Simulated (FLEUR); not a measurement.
## AlPt in FLEUR: convergence with Gmax

Input of the first run (Gmax 10.3); the others differ in this setting and in those tied to it:

File inp.xml:

```xml
<?xml version="1.0" encoding="UTF-8" standalone="no"?>
<fleurInput fleurInputVersion="0.39">
   <comment>
      AlPt                                                                                                
   </comment>
   <calculationSetup>
      <cutoffs Kmax="5.21" Gmax="10.3" GmaxXC="10.3" numbands="0"/>
      <scfLoop itmax="60" minDistance="0.00001" maxIterBroyd="15" imix="Anderson" alpha="0.05" precondParam="0.0" spinf="2.0" sdNocoIR="T"/>
      <coreElectrons ctail="T" frcor="F" kcrel="0" coretail_lmax="0"/>
      <xcFunctional name="PBEs" relativisticCorrections="F"/>
      <magnetism jspins="1"/>
      <soc l_soc="F" theta="0.0" phi="0.0" spav="F"/>
      <expertModes spex="0" secvar="F"/>
      <geometryOptimization l_f="T" forcealpha="1.0" forcemix="BFGS" epsdisp="0.0005" epsforce="0.0002"/>
      <ldaU l_linMix="F" mixParam="0.05" spinf="1.0"/>
   </calculationSetup>
   <cell>
      <bzIntegration valenceElectrons="29.0" mode="hist" fermiSmearingEnergy="0.00183747">
         <kPointListSelection listName="default-1"/>
         <!-- k-points included here -->
         <xi:include xmlns:xi="http://www.w3.org/2001/XInclude" href="kpts.xml"> </xi:include>
      </bzIntegration>
      <!-- symmetry operations included here -->
      <xi:include xmlns:xi="http://www.w3.org/2001/XInclude" href="sym.xml"> </xi:include>
      <bulkLattice scale="1.0">
         <bravaisMatrix>
            <row-1>    5.8421752416026314     0.0000000000000000     0.0000000000000000</row-1>
            <row-2>    0.0000000000000000     5.8421752416026314     0.0000000000000000</row-2>
            <row-3>    0.0000000000000000     0.0000000000000000     5.8421752416026314</row-3>
         </bravaisMatrix>
      </bulkLattice>
   </cell>
   <atomSpecies>
      <species name="Platinum (Pt)" element="Pt" atomicNumber="78">
         <mtSphere radius="2.59" gridPoints="879" logIncrement="0.015"/>
         <atomicCutoffs lmax="10" lnonsphr="10"/>
         <electronConfig flipSpins="F">
            <coreConfig>(1s1/2) (2s1/2) (2p1/2) (2p3/2) (3s1/2) (3p1/2) (3p3/2) (4s1/2) (3d3/2) (3d5/2) (4p1/2) (4p3/2) (4d3/2) (4d5/2) (4f5/2) (4f7/2)</coreConfig>
            <valenceConfig>(5s1/2) (5p1/2) (5p3/2) (6s1/2) (5d3/2) (5d5/2)</valenceConfig>
            <stateOccupation state="(6s1/2)" spinUp="0.500000" spinDown="0.500000"/>
            <stateOccupation state="(5d3/2)" spinUp="1.800000" spinDown="1.800000"/>
            <stateOccupation state="(5d5/2)" spinUp="2.700000" spinDown="2.700000"/>
         </electronConfig>
         <energyParameters s="6" p="6" d="5" f="5"/>
         <lo type="SCLO" l="0" n="5" eDeriv="0"/>
         <lo type="SCLO" l="1" n="5" eDeriv="0"/>
         <lo type="SCLO" l="1" n="5" eDeriv="1"/>
         <lo type="SCLO" l="2" n="5" eDeriv="2"/>
         <lo type="SCLO" l="3" n="5" eDeriv="2"/>
      </species>
      <species name="Aluminum (Al)" element="Al" atomicNumber="13">
         <mtSphere radius="1.88" gridPoints="629" logIncrement="0.018"/>
         <atomicCutoffs lmax="8" lnonsphr="8"/>
         <electronConfig flipSpins="F">
            <coreConfig>(1s1/2)</coreConfig>
            <valenceConfig>(2s1/2) (2p1/2) (2p3/2) (3s1/2) (3p1/2) (3p3/2)</valenceConfig>
            <stateOccupation state="(3p1/2)" spinUp="0.166667" spinDown="0.166667"/>
            <stateOccupation state="(3p3/2)" spinUp="0.333333" spinDown="0.333333"/>
         </electronConfig>
         <energyParameters s="3" p="3" d="3" f="4"/>
         <lo type="SCLO" l="0" n="2" eDeriv="0"/>
         <lo type="SCLO" l="1" n="2" eDeriv="0"/>
         <lo type="SCLO" l="2" n="3" eDeriv="2"/>
         <lo type="SCLO" l="3" n="4" eDeriv="2"/>
      </species>
   </atomSpecies>
   <atomGroups>
      <atomGroup species="Platinum (Pt)">
         <relPos label="                   1">1.000/2.000 1.000/2.000 1.000/2.000</relPos>
         <force calculate="T" relaxXYZ="TTT"/>
      </atomGroup>
      <atomGroup species="Aluminum (Al)">
         <relPos label="                   2">.0000000000 .0000000000 .0000000000</relPos>
         <force calculate="T" relaxXYZ="TTT"/>
      </atomGroup>
   </atomGroups>
   <output dos="F" band="F" slice="F">
      <checks vchk="F" cdinf="F"/>
      <bandDOS minEnergy="-.5*Htr" maxEnergy="0.5*Htr" sigma="0.015" storeEVData="T"/>
      <vacuumDOS vacdos="F" integ="F" star="F" nstars="0" locx1="0.0" locy1="0.0" locx2="0.0" locy2="0.0" nstm="0" tworkf="0.0"/>
      <unfoldingBand unfoldBand="F" supercellX="1" supercellY="1" supercellZ="1"/>
      <plotting iplot="0" polar="F">
         <plot TwoD="T" vec1="  1.0  0.0  0.0" vec2="  0.0  1.0  0.0" vec3="  0.0  0.0  1.0" zero="  0.0  0.0  0.0" file="plot"/>
      </plotting>
      <chargeDensitySlicing numkpt="0" minEigenval="0.0" maxEigenval="0.0" nnne="0" pallst="F"/>
      <specialOutput eonly="F"/>
      <moessbauerParams electricFieldGradient="T" isomerShift="T" coreHyperfine="T" valenceHyperfine="T"/>
      <magneticCircularDichroism mcd="F" energyLo="-10.0" energyUp="0.0"/>
   </output>
  <!-- We include the file relax.xml here to enable relaxations (see documentation) -->
  <xi:include xmlns:xi="http://www.w3.org/2001/XInclude" href="relax.xml"> <xi:fallback/> </xi:include>
</fleurInput>
```

crystal.txt

```
AlPt
&input cartesian=F /
3.0915460000  0.0000000000  0.0000000000
0.0000000000  3.0915460000  0.0000000000
0.0000000000  0.0000000000  3.0915460000
1.8897261246
1.0 1.0 1.0

2
78 0.5000000000  0.5000000000  0.5000000000
13 0.0000000000  0.0000000000  0.0000000000

&kpt div1=7 div2=7 div3=7 gamma=T /
```

Potentials or basis: all-electron, FLAPW.

Launch:

```sh
$ inpgen -f crystal.txt -profile fastHighL
$ # inp.xml edited to the form shown
$ fleur_MPI
```

Measurements of this composition are mostly on another form, of space group No. 198.

Hardware: 1 thread of Arm Neoverse V1, on a shared host.

```
Gmax  energy less the tightest run, at zero smearing (meV/atom)  SCF cycles  CPU time (s)  peak memory (GiB)
   9                                                    refused           -             -                  -
10.3                                                       0.08          15            49               0.07
11.7                                                      -0.10          15            49               0.07
13.5                                                       0.03          15            50               0.07
15.8                                                       0.01          15            51               0.07
  18                                                       0.00          15            53               0.07
22.5                                                       0.00          15            58               0.07
```

Against the tightest run, the energy stays within 1 meV/atom from 10.3 on. The tightest run that finished is the yardstick and may itself not be fully converged.

The run has no spin-orbit coupling, so splittings on Pt are missing.
